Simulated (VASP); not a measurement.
# SiO2 (P4_12_12) in VASP: relaxation of cell and atoms with PBEsol

Aim: the relaxation of cell and atoms of SiO2 with PBEsol.

Program: VASP 6.6.1. These are calculated values, not measurements. Logs are shortened: lines on timing, memory, paths and dates and some standing lists are left out, and cuts for length are marked.

## (1) The crystal as given

Symmetry: P4_12_12, No. 92, tetragonal system. The conventional cell has a = 4.988 Å, b = 4.988 Å, c = 6.970 Å, α = 90.00°, β = 90.00°, γ = 90.00°. Si (site symmetry 2) is surrounded by 4 O at 1.59 to 1.60 Å. O (site symmetry 1) is surrounded by 2 Si at 1.59 to 1.60 Å.

## (2) Relaxation of cell and atoms, PBEsol

INCAR

```
  ALGO = Normal
  EDIFF = 1E-7
  EDIFFG = -0.005
  ENCUT = 580
  GGA = PS
  IBRION = 2
  ISIF = 3
  ISMEAR = 0
  LASPH = True
  LCHARG = False
  LREAL = False
  LWAVE = False
  NELM = 60
  NSW = 90
  PREC = Accurate
  SIGMA = 0.02
```

KPOINTS

```
k-points
0
Gamma
  4 4 4
```

POSCAR

```
SiO2
1.0
    4.9877000000      0.0000000000      0.0000000000
    0.0000000000      4.9877000000      0.0000000000
    0.0000000000      0.0000000000      6.9697000000
Si O
4 8
Direct
    0.2949000000      0.2949000000      0.0000000000
    0.2051000000      0.7949000000      0.2500000000
    0.7051000000      0.7051000000      0.5000000000
    0.7949000000      0.2051000000      0.7500000000
    0.2416000000      0.0968000000      0.1747000000
    0.4032000000      0.7416000000      0.4247000000
    0.7584000000      0.9032000000      0.6747000000
    0.5968000000      0.2584000000      0.9247000000
    0.7416000000      0.4032000000      0.5753000000
    0.9032000000      0.7584000000      0.3253000000
    0.2584000000      0.5968000000      0.0753000000
    0.0968000000      0.2416000000      0.8253000000
```

Potentials or basis: VASP PAW PBE potentials, release 64 (Si, O).

Launch:

```
> cat potpaw_PBE.64/Si/POTCAR potpaw_PBE.64/O/POTCAR > POTCAR
> mpirun -np 1 vasp_std > vasp.out
```

OUTCAR:

```text
EDIFF = 1E-7
   EDIFFG = -0.005
   ENCUT = 580
   GGA = PS
   IBRION = 2
   ISIF = 3
   ISMEAR = 0
   LASPH = True
   LREAL = False
   NELM = 60
   NSW = 90
   PREC = Accurate

 ion  position               nearest neighbor table
   1  0.295  0.295  0.000-   5 1.59  12 1.59  11 1.60   8 1.60   2 3.08   4 3.08   2 3.08   4 3.08

   2  0.205  0.795  0.250-   6 1.59  11 1.59  10 1.60   5 1.60   1 3.08   3 3.08   1 3.08   3 3.08

   3  0.705  0.705  0.500-   7 1.59  10 1.59   9 1.60   6 1.60   2 3.08   4 3.08   4 3.08   2 3.08

   4  0.795  0.205  0.750-   8 1.59   9 1.59   7 1.60  12 1.60   1 3.08   3 3.08   3 3.08   1 3.08

   5  0.242  0.097  0.175-   1 1.59   2 1.60
   6  0.403  0.742  0.425-   2 1.59   3 1.60
   7  0.758  0.903  0.675-   3 1.59   4 1.60
   8  0.597  0.258  0.925-   4 1.59   1 1.60
   9  0.742  0.403  0.575-   4 1.59   3 1.60
  10  0.903  0.758  0.325-   3 1.59   2 1.60
  11  0.258  0.597  0.075-   2 1.59   1 1.60
  12  0.097  0.242  0.825-   1 1.59   4 1.60

  LATTYP: Found a simple tetragonal cell.
 ALAT       =     4.9877000000
 C/A-ratio  =     1.3973775488

  Lattice vectors:

 A1 = (   4.9877000000,   0.0000000000,   0.0000000000)
 A2 = (   0.0000000000,   4.9877000000,   0.0000000000)
 A3 = (   0.0000000000,   0.0000000000,   6.9697000000)

Analysis of symmetry for initial positions (statically):
=====================================================================
 Subroutine PRICEL returns:
 Original cell was already a primitive cell.

 Routine SETGRP: Setting up the symmetry group for a
 simple tetragonal supercell.

 Subroutine GETGRP returns: Found  8 space group operations
 (whereof  2 operations were pure point group operations)
 out of a pool of 16 trial point group operations.

The static configuration has the point symmetry C_2 .
 The point group associated with its full space group is D_4 .

Analysis of symmetry for dynamics (positions and initial velocities):
=====================================================================
 Subroutine PRICEL returns:
 Original cell was already a primitive cell.

 Routine SETGRP: Setting up the symmetry group for a
 simple tetragonal supercell.

 Subroutine GETGRP returns: Found  8 space group operations
 (whereof  2 operations were pure point group operations)
 out of a pool of 16 trial point group operations.

The dynamic configuration has the point symmetry C_2 .
 The point group associated with its full space group is D_4 .

 Subroutine INISYM returns: Found  8 space group operations
 (whereof  2 operations are pure point group operations),
 and found     1 'primitive' translations

----------------------------------------------------------------------------------------

                                     Primitive cell

  volume of cell :     173.3863

  direct lattice vectors                    reciprocal lattice vectors
     4.987700000  0.000000000  0.000000000     0.200493213  0.000000000  0.000000000
     0.000000000  4.987700000  0.000000000     0.000000000  0.200493213  0.000000000
     0.000000000  0.000000000  6.969700000     0.000000000  0.000000000  0.143478198

  length of vectors
     4.987700000  4.987700000  6.969700000     0.200493213  0.200493213  0.143478198

  position of ions in fractional coordinates (direct lattice)
     0.294900000  0.294900000  0.000000000
     0.205100000  0.794900000  0.250000000
     0.705100000  0.705100000  0.500000000
     0.794900000  0.205100000  0.750000000
     0.241600000  0.096800000  0.174700000
     0.403200000  0.741600000  0.424700000
     0.758400000  0.903200000  0.674700000
     0.596800000  0.258400000  0.924700000
     0.741600000  0.403200000  0.575300000
     0.903200000  0.758400000  0.325300000
     0.258400000  0.596800000  0.075300000
     0.096800000  0.241600000  0.825300000

  ion indices of the primitive-cell ions
   primitive index   ion index
                 1           1
                 2           2
                 3           3
                 4           4
                 5           5
                 6           6
                 7           7
                 8           8
                 9           9
                10          10
                11          11
                12          12

----------------------------------------------------------------------------------------

 KPOINTS: k-points

Automatic generation of k-mesh.
 Grid dimensions read from file:
 generate k-points for:    4    4    4

 Generating k-lattice:

  Cartesian coordinates                     Fractional coordinates (reciprocal lattice)
     0.050123303  0.000000000  0.000000000     0.250000000  0.000000000  0.000000000
     0.000000000  0.050123303  0.000000000     0.000000000  0.250000000  0.000000000
     0.000000000  0.000000000  0.035869550     0.000000000  0.000000000  0.250000000

  Length of vectors
     0.050123303  0.050123303  0.035869550

  Shift w.r.t. Gamma in fractional coordinates (k-lattice)
     0.000000000  0.000000000  0.000000000

 Subroutine IBZKPT returns following result:
 ===========================================

 Found     18 irreducible k-points:

 Following reciprocal coordinates:
            Coordinates               Weight
  0.000000  0.000000  0.000000      1.000000
  0.250000  0.000000  0.000000      4.000000
  0.500000  0.000000  0.000000      2.000000
  0.250000  0.250000  0.000000      4.000000
  0.500000  0.250000  0.000000      4.000000
  0.500000  0.500000  0.000000      1.000000
[... 10 lines left out ...]
  0.500000  0.250000  0.500000      4.000000
  0.500000  0.500000  0.500000      1.000000
   k-points           NKPTS =     18   k-points in BZ     NKDIM =     18   number of bands    NBANDS=     39
   number of dos      NEDOS =    301   number of ions     NIONS =     12
   total plane-waves  NPLWV =  89600
   dimension x,y,z NGX =    40 NGY =   40 NGZ =   56
   dimension x,y,z NGXF=    80 NGYF=   80 NGZF=  112
   ions per type =               4   8
   NGX,Y,Z   is equivalent  to a cutoff of  13.33, 13.33, 13.36 a.u.
   NGXF,Y,Z  is equivalent  to a cutoff of  26.66, 26.66, 26.71 a.u.
 SYSTEM =  unknown system
   PREC   = accura    normal or accurate (medium, high low for compatibility)
   ISTART =      0    job   : 0-new  1-cont  2-samecut
   ICHARG =      2    charge: 1-file 2-atom 10-const
   ISPIN  =      1    spin polarized calculation?
   LNONCOLLINEAR =      F non collinear calculations
   LSORBIT =      F    spin-orbit coupling
   LASPH  =      T    aspherical Exc in radial PAW
   ENCUT  =  580.0 eV  42.63 Ry    6.53 a.u.   9.79  9.79 13.69*2*pi/ulx,y,z
   NELM   =     60;   NELMIN=  2; NELMDL= -5     # of ELM steps
   EDIFF  = 0.1E-06   stopping-criterion for ELM
   LREAL  =      F    real-space projection
   EDIFFG = -.5E-02   stopping-criterion for IOM
   NSW    =     90    number of steps for IOM
   IBRION =      2    ionic relax: 0-MD 1-quasi-New 2-CG
   NFREE  =      1    steps in history (QN), initial steepest desc. (CG)
   ISIF   =      3    stress and relaxation
   ISYM   =      2    0-nonsym 1-usesym 2-fastsym
   POTIM  = 0.5000    time-step for ionic-motion
   TEBEG  =    0.0;   TEEND  =   0.0 temperature during run
   PSTRESS=    0.0 pullay stress
   NELECT =      64.0000    total number of electrons
   NUPDOWN=      -1.0000    fix difference up-down
   EMIN   =  10.00;   EMAX   =-10.00  energy-range for DOS
   EFERMI =   0.00;   METHOD = LEGACY
   ISMEAR =     0;   SIGMA  =   0.02  broadening in eV -4-tet -1-fermi 0-gaus
   EFERMI_NEDOS =   21; number of points for ismear=-14 and -15
   IALGO  =     38    algorithm
   IMIX   =      4    mixing-type and parameters
     AMIX     =   0.40;   BMIX     =  1.00
     AMIX_MAG =   1.60;   BMIX_MAG =  1.00
  volume/ion in A,a.u.               =      14.45        97.51
  Fermi-wavevector in a.u.,A,eV,Ry     =   1.174347  2.219195 18.763682  1.379092
  Thomas-Fermi vector in A             =   2.310746
   LORBIT       =      0    0 simple, 1 ext, 2 COOP (PROOUT), +10 PAW based schemes
   GGA     = PS    functional components
   LHFCALC =     F    Hartree Fock is set to
   AEXX    =    0.0000 exact exchange contribution
   IVDW    =     0    specifies the selected vdW correction
   LEPSILON=     F    determine dielectric tensor
   LRPA    =     F    only Hartree local field effects (RPA)
 conjugate gradient relaxation of ions
 non-spin polarized calculation
 Gauss-broadening in eV      SIGMA  =   0.02
  energy-cutoff  :      580.00
  volume of cell :      173.39
 maximum number of plane-waves:      5524
 NGX is ok and might be reduce to    40
   NGX = 19   NGY = 19   NGZ = 27

--------------------------------------- Ionic step        1  -------------------------------------------

 number of electron      64.0000017 magnetization

 Free energy of the ion-electron system (eV)
  ---------------------------------------------------
  ext. energy  EPLUGINS =         0.00000000
  ---------------------------------------------------
  free energy    TOTEN  =       -98.54310498 eV

  energy without entropy =      -98.54310498  energy(sigma->0) =      -98.54310498

 E-fermi :   0.1353     XC(G=0):  -8.4659

 val. band max:       -0.0061978658   @ k =   0.0000   0.0000   0.0000
 cond. band min:       5.7621082484   @ k =   0.0000   0.0000   0.0000
 fundamental gap:      5.7683061141
 Fermi energy:         0.1352869031

 k-point     1 :       0.0000    0.0000    0.0000
  band No.  band energies     occupation
      1     -19.5297      2.00000
      2     -18.6022      2.00000
      3     -18.6022      2.00000
      4     -17.3799      2.00000
      5     -17.3424      2.00000
      6     -17.3321      2.00000
[... 876 lines left out ...]
  FREE ENERGIE OF THE ION-ELECTRON SYSTEM (eV)
  ---------------------------------------------------
  free  energy   TOTEN  =       -98.6957823266 eV

  energy  without entropy=      -98.6957823266  energy(sigma->0) =      -98.69578233

[... ionic steps 4 to 43 ...]

--------------------------------------- Ionic step       44  -------------------------------------------

 number of electron      64.0000017 magnetization

------------------------ aborting loop because EDIFF is reached ----------------------------------------

  FORCE on cell =-STRESS in cart. coord.  units (eV):
  Direction    XX          YY          ZZ          XY          YZ          ZX
  --------------------------------------------------------------------------------------
  -------------------------------------------------------------------------------------
  Total        0.0179848      0.0179848      0.0766497     -0.0000000      0.0000000      0.0000000
  in kB        0.1615200      0.1615200      0.6883850     -0.0000000      0.0000000      0.0000000
  external PRESSURE =       0.3371417 kB  Pullay stress =       0.0000000 kB
[... 77 lines left out ...]
  energy  without entropy=      -98.7079251539  energy(sigma->0) =      -98.70792515

--------------------------------------- Ionic step       46  -------------------------------------------

 number of electron      64.0000017 magnetization

 Free energy of the ion-electron system (eV)
  ---------------------------------------------------
  ext. energy  EPLUGINS =         0.00000000
  ---------------------------------------------------
  free energy    TOTEN  =       -98.70793791 eV

  energy without entropy =      -98.70793791  energy(sigma->0) =      -98.70793791

 E-fermi :  -0.0327     XC(G=0):  -8.3749

 val. band max:       -0.1907080228   @ k =   0.0000   0.0000   0.0000
 cond. band min:       5.3666955903   @ k =   0.0000   0.0000   0.0000
 fundamental gap:      5.5574036131
 Fermi energy:        -0.0327348449

 k-point     1 :       0.0000    0.0000    0.0000
  band No.  band energies     occupation
      1     -19.5103      2.00000
      2     -18.6208      2.00000
      3     -18.6208      2.00000
      4     -17.4599      2.00000
      5     -17.4266      2.00000
      6     -17.4239      2.00000
[... 784 lines left out ...]
  FREE ENERGIE OF THE ION-ELECTRON SYSTEM (eV)
  ---------------------------------------------------
  free  energy   TOTEN  =       -98.7079379061 eV

  energy  without entropy=      -98.7079379061  energy(sigma->0) =      -98.70793791

 reached required accuracy - stopping structural energy minimisation
```

It took 68 min on 1 thread of AMD EPYC 7R43 (Zen 3), shared host; peak memory 0.29 GiB.

Results:

```yaml
Free_energy: -98.7079 eV
Relaxed_volume: 14.87 Å³/atom
Relaxed_cell: a = 5.041 Å, b = 5.041 Å, c = 7.023 Å, α = 90.00°, β = 90.00°, γ = 90.00°
Space_group_after_relaxing_to_0.05_Å: P4_12_12 (No. 92)
Energy_gained_by_relaxing: 13.7 meV/atom
Ionic_steps: 46
Pressure_after_relaxing: 0.0 GPa
Largest_force_after_relaxing: 0.004 eV/Å
Band_gap_on_the_k_mesh: 5.56 eV, direct
```

Forces on the atoms (eV/Å):
```
Si   0.003  0.003  0.000
Si  -0.003  0.003  0.000
Si  -0.003 -0.003  0.000
Si   0.003 -0.003  0.000
O   -0.001  0.003  0.000
O   -0.003 -0.001  0.000
O    0.001 -0.003  0.000
O    0.003  0.001  0.000
O   -0.001 -0.003  0.000
O   -0.003  0.001  0.000
O    0.001  0.003  0.000
O    0.003 -0.001  0.000
```

The path:
| step | energy change (eV) | largest force (eV/Å) | pressure (GPa) | volume (Å³) |
| --- | --- | --- | --- | --- |
| 1 | 0.0000 | 0.6144 | 7.04 | 173.39 |
| 3 | -0.1527 | 0.3464 | 0.73 | 179.08 |
| 5 | -0.1064 | 0.7577 | -2.04 | 182.09 |
| 7 | -0.1633 | 0.0302 | -0.07 | 179.86 |
| 9 | -0.1636 | 0.0327 | 0.14 | 179.66 |
| 11 | -0.1639 | 0.0213 | 0.05 | 179.76 |
| 13 | -0.1640 | 0.0104 | -0.02 | 179.82 |
| 15 | -0.1640 | 0.0082 | -0.03 | 179.81 |
| 17 | -0.1640 | 0.0227 | -0.13 | 179.77 |
| 19 | -0.1640 | 0.0109 | -0.09 | 179.78 |
| 21 | -0.1641 | 0.0083 | -0.05 | 179.66 |
| 23 | -0.1641 | 0.0152 | -0.02 | 179.58 |
| 25 | -0.1642 | 0.0184 | 0.04 | 179.44 |
| 27 | -0.1643 | 0.0124 | 0.03 | 179.36 |
| 29 | -0.1645 | 0.0352 | 0.01 | 178.98 |
| 31 | -0.1645 | 0.0460 | 0.01 | 178.84 |
| 33 | -0.1646 | 0.0414 | 0.00 | 178.78 |
| 35 | -0.1647 | 0.0212 | -0.02 | 178.48 |
| 37 | -0.1647 | 0.0151 | -0.04 | 178.33 |
| 39 | -0.1647 | 0.0135 | -0.03 | 178.35 |
| 41 | -0.1647 | 0.0263 | 0.05 | 178.36 |
| 43 | -0.1648 | 0.0126 | 0.02 | 178.37 |
| 45 | -0.1648 | 0.0090 | 0.04 | 178.40 |
| 46 | -0.1648 | 0.0037 | 0.01 | 178.44 |

Final structure:
```xyz
12
Lattice="5.0407 0.0000 0.0000 0.0000 5.0407 0.0000 0.0000 0.0000 7.0229" Properties=species:S:1:pos:R:3 pbc="T T T"
Si    1.4990    1.4990    0.0000
Si    1.0213    4.0194    1.7557
Si    3.5417    3.5417    3.5114
Si    4.0194    1.0213    5.2672
O     1.2096    0.5044    1.2455
O     2.0160    3.7300    3.0012
O     3.8311    4.5363    4.7569
O     3.0247    1.3107    6.5127
O     3.7300    2.0160    4.0216
O     4.5363    3.8311    2.2659
O     1.3107    3.0247    0.5102
O     0.5044    1.2096    5.7774
```

Caveat: the PAW data sets were made with another functional, which shifts forces and pressure a little. A k mesh can miss the band edges.
